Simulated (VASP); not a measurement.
Write the native input for VASP 6.6.1 that does the following.

```yaml
Task: relaxation of cell and atoms
Functional: PBE
Potentials_or_basis: VASP PAW PBE potentials, release 64 (Ag, I)
Cutoff: 600 eV
k_mesh: 8 × 8 × 8
Occupations: gaussian, width 0.02 eV
Spin: no spin polarisation
Dipole_correction: no
Further_INCAR_settings: ALGO = Fast; EDIFF = 1e-06; IBRION = 2; EDIFFG = -0.005; NSW = 100; ISIF = 3
```

The structure of AgI lies in POSCAR:

```
AgI
1.0
    0.0000000000      3.2365000000      3.2365000000
    3.2365000000      0.0000000000      3.2365000000
    3.2365000000      3.2365000000      0.0000000000
Ag I
1 1
Direct
    0.0000000000      0.0000000000      0.0000000000
    0.7500000000      0.7500000000      0.7500000000
```

Measurements of this composition are mostly on another form, of space group No. 229.

These files were run (other wordings do the same):

INCAR

```
PREC     = Accurate       # precision mode
ENCUT    = 600            # plane-wave cutoff, eV
EDIFF    = 1E-6           # SCF threshold, eV
ISMEAR   = 0              # smearing method
SIGMA    = 0.02           # smearing width, eV
LREAL    = False          # projectors in reciprocal space
LASPH    = True           # aspherical terms in the spheres
NELM     = 100            # most SCF steps
ALGO     = Fast           # electronic algorithm
ISIF     = 3              # what is computed and relaxed
LWAVE    = False          # write WAVECAR
LCHARG   = False          # write CHGCAR
GGA      = PE             # functional
IBRION   = 2              # ionic algorithm
NSW      = 100            # ionic steps
EDIFFG   = -0.005         # ionic threshold
```

KPOINTS

```
regular mesh
0
Gamma
  8 8 8
```

Potentials or basis: VASP PAW PBE potentials, release 64 (Ag, I).

Command:

```sh
$ cat potpaw_PBE.64/Ag/POTCAR potpaw_PBE.64/I/POTCAR > POTCAR
$ mpirun -np 1 vasp_std > vasp.out
```

It gave:

```yaml
Relaxed_volume: 36.32 Å³/atom
Relaxed_cell: a = 4.683 Å, b = 4.683 Å, c = 4.683 Å, α = 60.00°, β = 60.00°, γ = 60.00°
Space_group_after_relaxing_to_0.05_Å: F-43m (No. 216)
Energy_gained_by_relaxing: 15.0 meV/atom
Ionic_steps: 4
Pressure_after_relaxing: 0.0 GPa
Band_gap_on_the_k_mesh: 1.34 eV, direct
```

Caveat: spin-orbit coupling is left out, which moves the levels of the heavy elements.

Wall time 58 s on 1 thread of Intel(R) Xeon(R) Platinum 8488C (Sapphire Rapids) (shared host), peak memory 0.25 GiB.
